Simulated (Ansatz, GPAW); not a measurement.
**Ti3Si: programs and potentials compared**

```
Ti Si
1.0
     0.00000    3.14436    3.14436
     3.14436    0.00000    3.14436
     3.14436    3.14436    0.00000
Ti Si
3 1
Cartesian
  0.0000 0.0000 0.0000
  1.5722 1.5722 1.5722
  4.7165 4.7165 4.7165
  3.1444 3.1444 3.1444
```

The cell comes from a database or a generator and needn't be the stable form of this composition.

Alike in all runs: task single point; functional PBEsol; k mesh 7 × 7 × 7; occupations fermi-dirac, width 0.05 eV; no spin polarisation; no spin-orbit coupling. Pressure is positive in compression and, in plane waves, holds the error of the finite cutoff, which Ansatz's Pulay term estimates and takes out.

```tsv
program and potentials	plane-wave cutoff (eV)	notes	pressure (GPa)
Ansatz, Ansatz PAW	420	potentials made for PBE, which Ansatz adapts in part	?
Ansatz, all-electron LAPW, scalar-relativistic	-	-	-4.98
GPAW, PAW data sets generated for this functional	600	-	-5.12
```

Q: Estimate from the other rows what the run with Ansatz, Ansatz PAW gave.

A: Pressure -4.97 GPa. The other rows, which needn't bracket it: pressure -5.12 to -4.98.
